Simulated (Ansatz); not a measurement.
A run of Ansatz 0.2.0 is set up as follows.

The input input.yaml:

```yaml
crystal:
  lattice: { a: 5.4505, b: 5.4505, c: 5.4505, alpha: 90.0, beta: 90.0, gamma: 90.0 }
  space_group: 216
  reduce_to_primitive: true
  atoms:
    - { symbol: Ga, wyckoff: "4a", position: [0.0, 0.0, 0.0] }
    - { symbol: P, wyckoff: "4c", position: [0.25, 0.25, 0.25] }
hamiltonian:
  xc: mr2scan
  pseudopotentials: { kind: paw }
kpoints:
  mp_grid: { grid: [8, 8, 8] }
scf:
  occupations: { method: fixed }
  n_extra_bands: 12
output:
  eigenvalues: true
  optics: { e_range: [0, 14], sigma: 0.2, nscf_kmesh: { grid: [11, 11, 11] } }
```

Potentials or basis: Ansatz PAW.

The run is started by

```sh
$ ansatz run input.yaml --threads 1 --pin off --max-ram 2560MiB --backend cpu --events-out ev --progress --plain --runs-dir out
```

Task: What does it give for the band gap on the k mesh?

Result: 1.89 eV, indirect (least direct gap 2.37 eV).

Dielectric function (mean over the directions given):
```csv
energy (eV),real part,imaginary part
0.30,9.52,0.00
0.70,9.69,0.00
1.20,10.11,0.00
1.70,10.89,0.00
2.10,11.99,0.01
2.60,14.45,0.64
3.10,20.05,4.66
3.60,14.37,11.14
4.00,15.44,11.27
4.50,15.87,19.00
5.00,-5.07,28.24
5.40,-6.34,13.87
5.90,-3.24,11.83
6.40,-7.06,10.05
6.90,-6.04,6.44
7.30,-5.41,4.93
7.80,-4.46,3.59
8.30,-3.62,2.79
8.80,-2.74,2.37
9.20,-2.71,2.53
9.70,-2.59,1.84
10.20,-2.12,1.60
10.60,-2.06,1.43
11.10,-1.79,1.07
11.60,-1.54,0.88
12.10,-1.30,0.71
12.50,-1.13,0.61
13.00,-0.91,0.55
13.50,-0.80,0.46
14.00,-0.64,0.38
```

Caveat: spectra need much finer meshes, so this one isn't converged; independent-particle spectra lack excitons.

**The experiment to reproduce.**

“Stacking defects in GaP nanowires: Electronic structure and optical properties”, 2018, arxiv:1810.01194 quotes, for a bulk crystal of GaP at 10 K: band gap 2.34 eV (indirect).

Measured gap of GaP: 2.34 eV (indirect; 10 K; quoted in “Stacking defects in GaP nanowires: Electronic structure and optical properties”, 2018, arxiv:1810.01194). This calculation gives 1.89 eV (-0.45 eV). Spin-orbit coupling on Ga is left out. The value is that of m-r2SCAN on a finite k mesh, which can miss the band edges, without temperature or zero-point motion.
